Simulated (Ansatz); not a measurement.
BP, DFT, PBE, all-electron PAW with datasets made for the crystal, scalar-relativistic (Ansatz 0.2.0), run on 1 thread of Intel(R) Xeon(R) Platinum 8375C CPU @ 2.90GHz (Ice Lake) on a shared host.

The cell is COD entry 9008835, as deposited and not checked against the literature; nothing was relaxed. The listed cell was then made from it by scaling, straining or moving an atom.

Command: `ansatz run input.yaml --threads 1 --pin off --max-ram 3072MiB --backend cpu --events-out ev --progress --plain --runs-dir out`

```yaml
crystal:
  lattice:
    - [0.0, 2.22362, 2.269]
    - [2.22362, 0.0, 2.269]
    - [2.22362, 2.22362, 0.0]
  atoms:
    - { symbol: B, position: [0.0, 0.0, 0.0] }
    - { symbol: P, position: [0.75, 0.75, 0.75] }
kpoints:
  mp_grid: { grid: [15, 15, 15] }
scf:
  occupations: { method: fermi_dirac, width: 0.05 }
hamiltonian:
  xc: pbe
  pseudopotentials: { kind: all_electron, datasets: crystal }
output:
  forces: true
  stress: true
  eigenvalues: true
  efg: { contact_densities: true }
```

Problem. How large is the problem that the program sets up?

Solution. 288 irreducible k-points, 267 plane waves at Γ, 8 bands.

Problem. About how long does it take, and how much memory does it use?

Solution. 17 s of wall time for 7 SCF iterations, with a peak of 0.57 GiB. Times on shared machines scatter by tens of per cent.

Problem. And the same cell and mesh by PAW (frozen-core files), asked for forces, stress, eigenvalues, efg, write_density, write_potential, elf, on the same hardware?

Solution. 8.2 s, peak memory 0.43 GiB.
